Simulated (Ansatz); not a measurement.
# AgCl (P2_1/m) in Ansatz: reference runs

How does AgCl come out in PBE? The cell is run as given and disturbed.

Everything below comes from runs of Ansatz 0.2.0. Logs are shortened: lines on timing, memory, paths and dates and some standing lists are left out, and cuts for length are marked.

## 1. The structure

It takes space group P2_1/m (No. 11, monoclinic). The conventional cell has a = 3.927 Å, b = 4.003 Å, c = 5.599 Å, α = 90.00°, β = 95.63°, γ = 90.00°. Ag (site symmetry m) has 6 Cl at 2.77 to 2.90 Å as nearest neighbours. Cl (site symmetry m) is surrounded by 6 Ag at 2.77 to 2.90 Å.

The cell comes from a database or a generator and needn't be the stable form of this composition.

## 2. Single point, PBE

Input file input.yaml:

```yaml
crystal:
  lattice:
    - [3.926879, 0.0, 0.0]
    - [0.0, 4.003047, 0.0]
    - [-0.549155, 0.0, 5.572425]
  atoms:
    - { symbol: Ag, position: [0.815981, 0.75, 0.781919] }
    - { symbol: Ag, position: [0.184019, 0.25, 0.218081] }
    - { symbol: Cl, position: [0.292342, 0.25, 0.737436] }
    - { symbol: Cl, position: [0.707658, 0.75, 0.262564] }
hamiltonian:
  xc: pbe
  pseudopotentials: { kind: paw }
kpoints:
  mp_grid: { grid: [7, 7, 5] }
scf:
  occupations: { method: fermi_dirac, width: 0.05 }
output:
  forces: true
  stress: true
  eigenvalues: true
```

Potentials or basis: Ansatz PAW.

Launch:

```console
$ ansatz run input.yaml --threads 2 --pin off --max-ram 5120MiB --backend cpu --events-out ev --progress --plain --runs-dir out
```

The program printed:

```text
Warning: RAYON_NUM_THREADS=2 ignored (pool sized by the plan → 2); use --threads N
Engine: ansatz 0.2.0, aarch64-unknown-linux-gnu
Pseudopotentials: kind: paw
Pseudopotential: Ag, paw, valence charge 19, recommended cutoff 420 eV (normal), Ag.paw.azcp
Pseudopotential: Cl, paw, valence charge 7, recommended cutoff 420 eV (normal), Cl.paw.azcp
Functional definition: PBE
  parameter kappa = 0.804
  parameter beta = 0.06672455060314922
  exchange = pbe_x(kappa = kappa, mu = beta*pi^2/3)
  correlation = pbe_c(beta = beta)
Crystal: 4 atoms, lattice volume = 87.596 Å³
Basis set: ecut = 420 eV, 1731 PW (Γ), exchange–correlation on 54×54×80 points (8 copies of the dense FFT grid, shifted against one another)
Bands: 32, of which v1, the nominal top of the filled ones, is band 26 counted from 1 (25 counted from 0)
Symmetry: 4 space group operations
Space group: P21/m (ITA 11), of the structure as read, at distance tolerance 4.4e-5 Å
k-points: 72 of 245
Non-local potential: Ag, projectors of the file, l = 0: 3, l = 1: 2, l = 2: 2, l = 3: 1
Non-local potential: Cl, projectors of the file, l = 0: 2, l = 1: 2, l = 2: 2
PAW form: soft (Blöchl's): semilocal exchange-correlation on the pseudo side does not see the compensation charge
PAW one-centre angular grid: Ag, 590 points (default); XC on 64 Gauss nodes
PAW one-centre angular grid: Cl, 110 points (default); XC on 64 Gauss nodes
Initial density: superposition of atomic densities (neutral atoms: chi_scale 0, normalization atom), corrected by the library's trained network
Initial wavefunctions: pseudopotential atomic-orbital guess
Functional: x = pbe(κ = 0.804, μ = 0.2195149727645171), c = pbe(β = 0.06672455060314922)
SCF iter   1: F=—  HF=-17341.750227 eV  |F-HF|=—  |Δ(HF+E_count)|=         —  Δρ=6.50e-4  dr2=2.51e-4  ethr=1.77e-3  ⟨swp⟩=6.3  Hψ=8743  notcnv=0  defer=1
preconditioner: auto → Resta (q_TF=auto, 2.501 Å⁻¹)  ε∞=6.6  [insulator: Δε(μ)=0.898 eV  Ē_g=10.066 eV  σ=0.050 eV  W_gap=1.00  n_scr=24 (ndim 8)  ℏωp=23.8 eV  f_vac=0.031  D(μ)=0.00/eV (n_scr^D=0)  ε∞_Penn≈6.6]
SCF iter   2: F=—  HF=-17341.751708 eV  |F-HF|=—  |Δ(HF+E_count)|=   1.48e-3  Δρ=3.37e-4  dr2=6.55e-5  ethr=4.83e-7  ⟨swp⟩=3.0  Hψ=5750  notcnv=0  defer=1
SCF iter   3: F=—  HF=-17341.751808 eV  |F-HF|=—  |Δ(HF+E_count)|=   9.94e-5  Δρ=8.62e-5  dr2=4.63e-6  ethr=1.26e-7  ⟨swp⟩=2.0  Hψ=3477  notcnv=0
automatic band count: iteration 3 solves 31 bands in place of 32: the levels show a gap, and the empty bands left out lie too high to hold charge; the band table lists the bands solved (type scf.n_extra_bands for more)
SCF iter   4: F=—  HF=-17341.751815 eV  |F-HF|=—  |Δ(HF+E_count)|=   6.95e-6  Δρ=2.91e-5  dr2=8.49e-7  ethr=8.91e-9  ⟨swp⟩=2.0  Hψ=3325  notcnv=0
iter 5 did not close the SCF: its close was put off for the readings that it lacked (scf_convergence_deferred on its scf_iter line)
SCF iter   5: F=-17341.751815 eV  HF=-17341.751815 eV  |F-HF|=1.71e-8  |Δ(HF+E_count)|=   6.01e-7  Δρ=1.00e-5  dr2=9.68e-8  ethr=1.63e-9  ⟨swp⟩=2.0  Hψ=3448  notcnv=0
SCF iter   6: F=-17341.751815 eV  HF=-17341.751815 eV  |F-HF|=3.86e-10  |Δ(HF+E_count)|=   4.58e-8  Δρ=3.55e-6  dr2=8.87e-9  ethr=1.86e-10  ⟨swp⟩=4.1  Hψ=8518  notcnv=0
SCF 1 converged in 6 iterations: F = -17341.751815 eV  dr2 = 8.87e-9
SCF converged after 6 iterations
Free energy (F): -17341.751815 eV
Harris-Foulkes:  -17341.751815 eV  (|F-HF|=3.86e-10)
Internal energy: -17341.751811 eV  (E = F + TS)
E sigma→0 (E₀):  -17341.751813 eV
Entropy (-TS):   -0.000004 eV (-0.001 meV/atom)
Fermi energy:    8.057081 eV
--- Per-component energies (eV) ---
  E_band       = -737.401791
  E_kinetic    = 1377.127659
  E_local      = -6559.535765  (includes V_loc(G=0)·N_el)
  E_nonlocal   = 225.149103
  E_hartree    = 2877.415202
  E_xc         = -579.480388
  E_vxc        = -707.663291  (∫ρ·V_xc dr)
  E_paw        = -9129.502563  (= ΣΔE_a)
  E_vpaw       = -827.317010  (= ΣTr[D̂ρ^β])
  E_aug_tail   = 0.000812  (compensation charges beyond the density's cutoff)
  E_ewald      = -5552.925872
  E_smearing   = -0.000004  (= −TS)
  E_closure    = 0.000000  (closes the sum)
  Σ components = -17341.751815   (vs F -17341.751815, Δ=0.00e0)
--- Forces (eV/Å), atoms counted from 1 ---
  atom   1  Ag    -0.03890156     0.00000000    -0.06183743
  atom   2  Ag     0.03890156    -0.00000000     0.06183743
  atom   3  Cl    -0.02904019     0.00000000     0.00663705
  atom   4  Cl     0.02904019    -0.00000000    -0.00663705
  max |Σ_I F_I| component: 8.67e-19 eV/Å
--- Stress (GPa, compression-positive) ---
       -0.185539       0.000000       0.124751
        0.000000      -0.302898       0.000000
        0.124751       0.000000      -0.179241
  P = ⅓ Tr σ = -0.2226 GPa (-2.226 kbar)
--- Band table (eV; the first three rows and the last of 72) ---
  k-point 0: bands = ["-82.0615", "-82.0610", "-45.6115", "-45.6034", "-45.5959", "-45.5918", "-45.5858", "-45.5856", "-7.2719", "-6.8126", "3.5242", "4.6051", "4.6749", "4.8839", "4.9695", "5.0759", "5.0762", "5.1672", "5.2594", "5.4065", "5.4270", "5.6476", "5.6727", "5.9814", "5.9978", "6.2066", "8.4376", "10.2711", "15.5776", "15.8017", "17.8666"]
  k-point 1: bands = ["-82.0615", "-82.0610", "-45.6114", "-45.6035", "-45.5958", "-45.5918", "-45.5859", "-45.5854", "-7.2234", "-6.8498", "3.3932", "4.3483", "4.6145", "4.7029", "4.9127", "4.9390", "5.0891", "5.2647", "5.3891", "5.4175", "5.5321", "5.6046", "5.6269", "6.0297", "6.0776", "6.4030", "9.0710", "10.5680", "15.3452", "15.7048", "17.3794"]
  k-point 2: bands = ["-82.0615", "-82.0610", "-45.6112", "-45.6037", "-45.5957", "-45.5920", "-45.5861", "-45.5852", "-7.1014", "-6.9534", "3.3209", "3.7336", "4.5366", "4.6621", "4.8063", "4.8616", "5.0706", "5.4107", "5.4500", "5.4645", "5.5418", "5.5739", "5.8621", "6.0234", "6.1936", "6.5273", "10.2849", "11.0766", "14.5874", "16.0136", "16.3130"]
  k-point 71: bands = ["-82.0612", "-82.0611", "-45.6092", "-45.6076", "-45.5944", "-45.5937", "-45.5867", "-45.5864", "-6.8478", "-6.8091", "3.4622", "3.6152", "3.9658", "4.0631", "4.3973", "4.5162", "5.0884", "5.1335", "5.5990", "5.6879", "5.7073", "5.7495", "5.9098", "5.9624", "6.2796", "6.4220", "10.6380", "10.6933", "14.7618", "15.1803", "16.1071"]
```

It took 4.8 s on 2 threads of Arm Neoverse V1, shared host; peak memory 0.43 GiB.

Results:

- Free energy: -17341.7518 eV
- Pressure: -0.2 GPa
- Largest force: 0.073 eV/Å
- Band gap on the k mesh: 0.90 eV, indirect (least direct gap 2.23 eV)

Forces in eV/Å, atoms in the order of the input:
```
Ag  -0.039  0.000 -0.062
Ag   0.039  0.000  0.062
Cl  -0.029  0.000  0.007
Cl   0.029  0.000 -0.007
```

Levels at points of the mesh, in eV from the valence-band top:
```
           k point  band 24  band 25  band 26  band 27  band 28  band 29
(0.00, 0.00, 0.00)    -1.55    -1.54    -1.33     0.90     2.74     8.04
```

Caveat: odd divisions of the mesh miss points on the zone boundary, where band edges often lie, so the gap on the mesh can be too wide. A k mesh can miss the band edges.

## 3. Single point, PBE (atoms moved at random, drawn with an rms of 0.05 Å)

Input file input.yaml:

```yaml
crystal:
  lattice:
    - [3.926879, 0.0, 0.0]
    - [0.0, 4.003047, 0.0]
    - [-0.549155, 0.0, 5.572425]
  atoms:
    - { symbol: Ag, position: [0.820259, 0.751257, 0.78147] }
    - { symbol: Ag, position: [0.194763, 0.229523, 0.223326] }
    - { symbol: Cl, position: [0.286873, 0.241001, 0.734118] }
    - { symbol: Cl, position: [0.688595, 0.745137, 0.248188] }
hamiltonian:
  xc: pbe
  pseudopotentials: { kind: paw }
kpoints:
  mp_grid: { grid: [7, 7, 5] }
scf:
  occupations: { method: fermi_dirac, width: 0.05 }
output:
  forces: true
  stress: true
  eigenvalues: true
  write_density: true
  write_potential: true
  elf: true
  volumetric_format: npy
```

Potentials or basis: Ansatz PAW.

Launch:

```console
$ ansatz run input.yaml --threads 2 --pin off --max-ram 5120MiB --backend cpu --events-out ev --progress --plain --runs-dir out
```

It took 20 s on 2 threads of Arm Neoverse V1, shared host; peak memory 0.5 GiB.

The run converged. Its results:

| Item | Value |
| --- | --- |
| Free energy | -17341.7425 eV |
| Pressure | 0.0 GPa |
| Largest force | 0.183 eV/Å |
| Band gap on the k mesh | 0.90 eV, indirect (least direct gap 2.21 eV) |

Forces on the atoms (eV/Å):
```
Ag  -0.041 -0.047 -0.088
Ag  -0.039  0.068  0.057
Cl  -0.050  0.061 -0.070
Cl   0.129 -0.082  0.100
```

Stress tensor (GPa, compression positive):
```
-0.06  0.02  0.13
 0.02 -0.14 -0.09
 0.13 -0.09  0.13
```

Levels at points of the mesh, in eV from the valence-band top:
```tsv
k point	band 23	band 24	band 25	band 26	band 27	band 28	band 29	band 30
(0.00, 0.00, 0.00)	-1.88	-1.61	-1.51	-1.31	0.90	2.72	8.03	8.25
```

Caveat: odd divisions of the mesh miss points on the zone boundary, where band edges often lie, so the gap on the mesh can be too wide. A k mesh can miss the band edges.
